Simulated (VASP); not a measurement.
# CdS (Hawleyite) (F-43m) in VASP: further runs, part 2 of 2

VASP 6.6.1. Earlier steps stand in the parts before.

## 3. Single point, PBEsol, spin-orbit coupling, no magnetisation

The input, INCAR:

```
PREC     = Accurate       # precision mode
ENCUT    = 350            # plane-wave cutoff, eV
EDIFF    = 1E-4           # SCF threshold, eV
ISMEAR   = 0              # smearing method
SIGMA    = 0.02           # smearing width, eV
LREAL    = False          # projectors in reciprocal space
LASPH    = True           # aspherical terms in the spheres
NELM     = 100            # most SCF steps
ALGO     = Normal         # electronic algorithm
ISIF     = 2              # what is computed and relaxed
LWAVE    = False          # write WAVECAR
LCHARG   = False          # write CHGCAR
MAGMOM   = 0 0 0 0 0 0    # initial moments
LORBIT   = 11             # projections on sites
LSORBIT  = True           # spin-orbit coupling
GGA_COMPAT= False        
GGA      = PS             # functional
NBANDS   = 34             # bands
```

The input, KPOINTS:

```
regular mesh
0
Gamma
  7 7 7
```

The input, POSCAR:

```
CdS
1.0
    0.0000000000      2.9165000000      2.9165000000
    2.9165000000      0.0000000000      2.9165000000
    2.9165000000      2.9165000000      0.0000000000
Cd S
1 1
Direct
    0.0000000000      0.0000000000      0.0000000000
    0.7500000000      0.7500000000      0.7500000000
```

Potentials or basis: VASP PAW PBE potentials, release 64 (Cd, S).

The run is started by

```
$ cat potpaw_PBE.64/Cd/POTCAR potpaw_PBE.64/S/POTCAR > POTCAR
$ mpirun -np 1 vasp_ncl > vasp.out
```

OUTCAR:

```text
PREC = Accurate
   ENCUT = 350
   EDIFF = 1E-4
   ISMEAR = 0
   LREAL = False
   LASPH = True
   NELM = 100
   ISIF = 2
   LORBIT = 11
   LSORBIT = True
   GGA = PS

 Found     30 irreducible k-points:

 Following reciprocal coordinates:
            Coordinates               Weight
  0.000000  0.000000  0.000000      1.000000
  0.142857  0.000000  0.000000      4.000000
 -0.142857  0.000000  0.000000      4.000000
  0.285714  0.000000  0.000000      4.000000
 -0.285714  0.000000  0.000000      4.000000
  0.428571  0.000000  0.000000      4.000000
   k-points           NKPTS =     30   k-points in BZ     NKDIM =     30   number of bands    NBANDS=     34
   number of dos      NEDOS =    301   number of ions     NIONS =      2
   total plane-waves  NPLWV =  21952
   dimension x,y,z NGX =    28 NGY =   28 NGZ =   28
   dimension x,y,z NGXF=    56 NGYF=   56 NGZF=   56
   ions per type =               1   1
   NGX,Y,Z   is equivalent  to a cutoff of  11.29, 11.29, 11.29 a.u.
   NGXF,Y,Z  is equivalent  to a cutoff of  22.57, 22.57, 22.57 a.u.
 SYSTEM =  unknown system
   PREC   = accura    normal or accurate (medium, high low for compatibility)
   ISTART =      0    job   : 0-new  1-cont  2-samecut
   ICHARG =      2    charge: 1-file 2-atom 10-const
   ISPIN  =      1    spin polarized calculation?
   LNONCOLLINEAR =      T non collinear calculations
   LSORBIT =      T    spin-orbit coupling
   LASPH  =      T    aspherical Exc in radial PAW
   ENCUT  =  350.0 eV  25.72 Ry    5.07 a.u.   6.29  6.29  6.29*2*pi/ulx,y,z
   NELM   =    100;   NELMIN=  2; NELMDL= -5     # of ELM steps
   EDIFF  = 0.1E-03   stopping-criterion for ELM
   LREAL  =      F    real-space projection
   EDIFFG = 0.1E-02   stopping-criterion for IOM
   NSW    =      0    number of steps for IOM
   IBRION =     -1    ionic relax: 0-MD 1-quasi-New 2-CG
[... 8 lines left out ...]
   EMIN   =  10.00;   EMAX   =-10.00  energy-range for DOS
   EFERMI =   0.00;   METHOD = LEGACY
   ISMEAR =     0;   SIGMA  =   0.02  broadening in eV -4-tet -1-fermi 0-gaus
   EFERMI_NEDOS =   21; number of points for ismear=-14 and -15
   IALGO  =     38    algorithm
   IMIX   =      4    mixing-type and parameters
     AMIX     =   0.40;   BMIX     =  1.00
     AMIX_MAG =   1.60;   BMIX_MAG =  1.00
  volume/ion in A,a.u.               =      24.81       167.41
  Fermi-wavevector in a.u.,A,eV,Ry     =   1.167599  2.206442 18.548649  1.363287
  Thomas-Fermi vector in A             =   2.304097
   LORBIT       =     11    0 simple, 1 ext, 2 COOP (PROOUT), +10 PAW based schemes
   GGA     = PS    functional components
   LHFCALC =     F    Hartree Fock is set to
   AEXX    =    0.0000 exact exchange contribution
   IVDW    =     0    specifies the selected vdW correction
   LEPSILON=     F    determine dielectric tensor
   LRPA    =     F    only Hartree local field effects (RPA)
 Gauss-broadening in eV      SIGMA  =   0.02
  energy-cutoff  :      350.00
  volume of cell :       49.62
 maximum number of plane-waves:      1508
 NGX is ok and might be reduce to    28
   NGX = 13   NGY = 13   NGZ = 13

 number of electron      18.0000000 magnetization       0.0000000      0.0000000      0.0000000

 number of electron      17.9999989 magnetization      -0.0000000      0.0000000     -0.0000000

 number of electron      17.9999989 magnetization      -0.0000000      0.0000000      0.0000000

 Free energy of the ion-electron system (eV)
  ---------------------------------------------------
  ext. energy  EPLUGINS =         0.00000000
  ---------------------------------------------------
  free energy    TOTEN  =        -6.84018471 eV

  energy without entropy =       -6.84018471  energy(sigma->0) =       -6.84018471

 E-fermi :   1.3999     XC(G=0):  -9.3850

 val. band max:        1.2298042937   @ k =   0.0000   0.0000   0.0000
 cond. band min:       2.2116924056   @ k =   0.0000   0.0000   0.0000
 fundamental gap:      0.9818881118
 Fermi energy:         1.3998659652

 k-point     1 :       0.0000    0.0000    0.0000
  band No.  band energies     occupation
      1     -11.1722      1.00000
      2     -11.1722      1.00000
      3      -6.7749      1.00000
      4      -6.7749      1.00000
      5      -6.7749      1.00000
      6      -6.7749      1.00000
[... 22 lines left out ...]
     29      12.6653      0.00000
     30      12.6653      0.00000
[... 134 lines left out ...]
  band No.  band energies     occupation
      1     -10.7559      1.00000
      2     -10.7559      1.00000
      3      -6.7328      1.00000
      4      -6.7131      1.00000
      5      -6.3623      1.00000
      6      -6.3623      1.00000
[... 22 lines left out ...]
     29      13.1878      0.00000
     30      13.1878      0.00000

 [... further k-points ...]

 [bands above 30 left out]

------------------------ aborting loop because EDIFF is reached ----------------------------------------

  FORCE on cell =-STRESS in cart. coord.  units (eV):
  Direction    XX          YY          ZZ          XY          YZ          ZX
  --------------------------------------------------------------------------------------
  -------------------------------------------------------------------------------------
  Total       -0.0079606     -0.0079606     -0.0079606      0.0000000      0.0000000      0.0000000
  in kB       -0.2570626     -0.2570626     -0.2570626      0.0000000      0.0000000      0.0000000
  external PRESSURE =      -0.2570626 kB  Pullay stress =       0.0000000 kB

 VOLUME and BASIS-vectors are now :
 -----------------------------------------------------------------------------
  energy-cutoff  :      350.00
  volume of cell :       49.62
      direct lattice vectors                 reciprocal lattice vectors
     0.000000000  2.916500000  2.916500000    -0.171438368  0.171438368  0.171438368
     2.916500000  0.000000000  2.916500000     0.171438368 -0.171438368  0.171438368
     2.916500000  2.916500000  0.000000000     0.171438368  0.171438368 -0.171438368

 POSITION                                       TOTAL-FORCE (eV/Angst)
 -----------------------------------------------------------------------------------
      0.00000      0.00000      0.00000         0.000000      0.000000      0.000000
      4.37475      4.37475      4.37475        -0.000000     -0.000000     -0.000000
 -----------------------------------------------------------------------------------
    total drift:                               -0.000000     -0.000000     -0.000000

  FREE ENERGIE OF THE ION-ELECTRON SYSTEM (eV)
  ---------------------------------------------------
  free  energy   TOTEN  =        -6.8401847064 eV

  energy  without entropy=       -6.8401847064  energy(sigma->0) =       -6.84018471

 Spin-Orbit-Coupling matrix elements

 Ion:    1  E_soc:     -0.0573571
 l=   1
     0.0000000    -0.0025415    -0.0025415
    -0.0025415     0.0000000    -0.0025415
    -0.0025415    -0.0025415     0.0000000
 l=   2
     0.0000000    -0.0014322     0.0000000    -0.0014322    -0.0055858
    -0.0014322     0.0000000    -0.0041894    -0.0014322    -0.0013965
     0.0000000    -0.0041894     0.0000000    -0.0041894     0.0000000
    -0.0014322    -0.0014322    -0.0041894     0.0000000    -0.0013965
    -0.0055858    -0.0013965     0.0000000    -0.0013965     0.0000000
 l=   3
     0.0000000     0.0000000     0.0000000     0.0000000     0.0000000     0.0000000     0.0000000
     0.0000000     0.0000000     0.0000000     0.0000000     0.0000000     0.0000000     0.0000000
     0.0000000     0.0000000     0.0000000     0.0000000     0.0000000     0.0000000     0.0000000
     0.0000000     0.0000000     0.0000000     0.0000000     0.0000000     0.0000000     0.0000000
     0.0000000     0.0000000     0.0000000     0.0000000     0.0000000     0.0000000     0.0000000
     0.0000000     0.0000000     0.0000000     0.0000000     0.0000000     0.0000000     0.0000000
     0.0000000     0.0000000     0.0000000     0.0000000     0.0000000     0.0000000     0.0000000

 Ion:    2  E_soc:     -0.0021337
 l=   1
     0.0000000    -0.0003556    -0.0003556
    -0.0003556     0.0000000    -0.0003556
    -0.0003556    -0.0003556     0.0000000
 l=   2
     0.0000000     0.0000000     0.0000000     0.0000000     0.0000000
     0.0000000     0.0000000     0.0000000     0.0000000     0.0000000
     0.0000000     0.0000000     0.0000000     0.0000000     0.0000000
     0.0000000     0.0000000     0.0000000     0.0000000     0.0000000
     0.0000000     0.0000000     0.0000000     0.0000000     0.0000000
 l=   3
     0.0000000     0.0000000     0.0000000     0.0000000     0.0000000     0.0000000     0.0000000
     0.0000000     0.0000000     0.0000000     0.0000000     0.0000000     0.0000000     0.0000000
     0.0000000     0.0000000     0.0000000     0.0000000     0.0000000     0.0000000     0.0000000
     0.0000000     0.0000000     0.0000000     0.0000000     0.0000000     0.0000000     0.0000000
     0.0000000     0.0000000     0.0000000     0.0000000     0.0000000     0.0000000     0.0000000
     0.0000000     0.0000000     0.0000000     0.0000000     0.0000000     0.0000000     0.0000000
     0.0000000     0.0000000     0.0000000     0.0000000     0.0000000     0.0000000     0.0000000

 total charge

# of ion       s       p       d       tot
------------------------------------------
    1        0.433   0.333   9.544  10.310
    2        1.318   2.371   0.000   3.689
--------------------------------------------------
tot          1.750   2.704   9.544  13.999

 magnetization (x)

# of ion       s       p       d       tot
------------------------------------------
    1       -0.000   0.000  -0.000  -0.000
    2        0.000  -0.000   0.000  -0.000
--------------------------------------------------
tot          0.000  -0.000  -0.000  -0.000

 magnetization (y)

# of ion       s       p       d       tot
------------------------------------------
    1        0.000   0.000   0.000   0.000
    2        0.000   0.000   0.000   0.000
--------------------------------------------------
tot          0.000   0.000   0.000   0.000

 magnetization (z)

# of ion       s       p       d       tot
------------------------------------------
    1       -0.000   0.000  -0.000   0.000
    2        0.000   0.000   0.000   0.000
--------------------------------------------------
tot         -0.000   0.000  -0.000   0.000
```

Wall time 35 s (1 thread of Intel Xeon Platinum 8488C (Sapphire Rapids), shared host); peak memory 0.25 GiB.

These settings aren't checked as converged: the numbers below hold their error.

Results:

- Free energy: -6.8402 eV
- Pressure: 0.0 GPa
- Valence electrons inside the program's atomic spheres: Cd 10.31; S 3.69

Caveat: the PAW data sets were made with another functional, which shifts forces and pressure a little.

## 4. Single point, PBEsol, spin-orbit coupling, no magnetisation

Changes to INCAR since step 3:

```diff
@@ -1,4 +1,4 @@
-PREC     = Accurate       # precision mode
+PREC     = Normal         # precision mode
 ENCUT    = 350            # plane-wave cutoff, eV
-EDIFF    = 1E-4           # SCF threshold, eV
+EDIFF    = 1E-7           # SCF threshold, eV
 ISMEAR   = 0              # smearing method
```

KPOINTS is that of step 3.

POSCAR is that of step 3.

Potentials or basis: VASP PAW PBE potentials, release 64 (Cd, S).

The run is started by

```
$ cat potpaw_PBE.64/Cd/POTCAR potpaw_PBE.64/S/POTCAR > POTCAR
$ mpirun -np 1 vasp_ncl > vasp.out
```

OUTCAR:

```text
PREC = Normal
   ENCUT = 350
   EDIFF = 1E-7
   ISMEAR = 0
   LREAL = False
   LASPH = True
   NELM = 100
   ISIF = 2
   LORBIT = 11
   LSORBIT = True
   GGA = PS

 Found     30 irreducible k-points:

 Following reciprocal coordinates:
            Coordinates               Weight
  0.000000  0.000000  0.000000      1.000000
  0.142857  0.000000  0.000000      4.000000
 -0.142857  0.000000  0.000000      4.000000
  0.285714  0.000000  0.000000      4.000000
 -0.285714  0.000000  0.000000      4.000000
  0.428571  0.000000  0.000000      4.000000
   k-points           NKPTS =     30   k-points in BZ     NKDIM =     30   number of bands    NBANDS=     34
   number of dos      NEDOS =    301   number of ions     NIONS =      2
   total plane-waves  NPLWV =   8000
   dimension x,y,z NGX =    20 NGY =   20 NGZ =   20
[... 343 lines left out ...]
     0.0000000     0.0000000     0.0000000     0.0000000     0.0000000     0.0000000     0.0000000
     0.0000000     0.0000000     0.0000000     0.0000000     0.0000000     0.0000000     0.0000000
     0.0000000     0.0000000     0.0000000     0.0000000     0.0000000     0.0000000     0.0000000
     0.0000000     0.0000000     0.0000000     0.0000000     0.0000000     0.0000000     0.0000000
     0.0000000     0.0000000     0.0000000     0.0000000     0.0000000     0.0000000     0.0000000

 total charge

# of ion       s       p       d       tot
------------------------------------------
    1        0.432   0.333   9.544  10.309
    2        1.318   2.372   0.000   3.690
--------------------------------------------------
tot          1.750   2.705   9.544  14.000

 magnetization (x)

# of ion       s       p       d       tot
------------------------------------------
    1        0.000   0.000   0.000   0.000
    2        0.000  -0.000   0.000  -0.000
--------------------------------------------------
tot          0.000  -0.000   0.000  -0.000

 magnetization (y)

# of ion       s       p       d       tot
------------------------------------------
    1        0.000   0.000   0.000   0.000
    2        0.000  -0.000   0.000  -0.000
--------------------------------------------------
tot          0.000  -0.000   0.000  -0.000

 magnetization (z)

# of ion       s       p       d       tot
------------------------------------------
    1        0.000   0.000   0.000   0.000
    2        0.000  -0.000   0.000   0.000
--------------------------------------------------
tot          0.000   0.000   0.000   0.000
```

OSZICAR:

```text
N       E                     dE             d eps       ncg     rms          rms(c)
DAV:   1     0.985352803957E+02    0.98535E+02   -0.68311E+03  2128   0.708E+02
DAV:   2    -0.253416964096E+01   -0.10107E+03   -0.96407E+02  2334   0.227E+02
DAV:   3    -0.730450730365E+01   -0.47703E+01   -0.47390E+01  2466   0.506E+01
DAV:   4    -0.734041977725E+01   -0.35912E-01   -0.35900E-01  2326   0.424E+00
DAV:   5    -0.734086612580E+01   -0.44635E-03   -0.44633E-03  2394   0.451E-01    0.804E+00
DAV:   6    -0.686036814550E+01    0.48050E+00   -0.57794E-01  2832   0.113E+01    0.640E+00
DAV:   7    -0.684338479555E+01    0.16983E-01   -0.21708E-01  2426   0.301E+00    0.307E+00
DAV:   8    -0.684072384281E+01    0.26610E-02   -0.22333E-02  2362   0.177E+00    0.392E-01
DAV:   9    -0.683997994772E+01    0.74390E-03   -0.21897E-03  2366   0.719E-01    0.204E-01
DAV:  10    -0.684007603104E+01   -0.96083E-04   -0.46524E-04  2244   0.166E-01    0.661E-02
DAV:  11    -0.684010545239E+01   -0.29421E-04   -0.16017E-04  2382   0.171E-01    0.396E-02
DAV:  12    -0.684011426008E+01   -0.88077E-05   -0.35562E-05  2178   0.576E-02    0.103E-02
DAV:  13    -0.684011431455E+01   -0.54469E-07   -0.29626E-06  2392   0.111E-02    0.547E-03
DAV:  14    -0.684011452459E+01   -0.21004E-06   -0.17023E-07  2050   0.281E-03    0.502E-03
DAV:  15    -0.684011452311E+01    0.14818E-08   -0.11017E-07  2008   0.342E-03
   1 F= -.68401145E+01 E0= -.68401145E+01  d E =-.886661E-35  mag=    -0.0000     0.0000     0.0000
```

It took 25 s on 1 thread of Intel Xeon Platinum 8488C (Sapphire Rapids), shared host; peak memory 0.18 GiB.

These settings aren't checked as converged: the numbers below hold their error.

What came out:

| Quantity | Value |
| --- | --- |
| Free energy | -6.8401 eV |
| Pressure | -0.3 GPa |
| Valence electrons inside the program's atomic spheres | Cd 10.31; S 3.69 |

Caveat: the PAW data sets were made with another functional, which shifts forces and pressure a little.
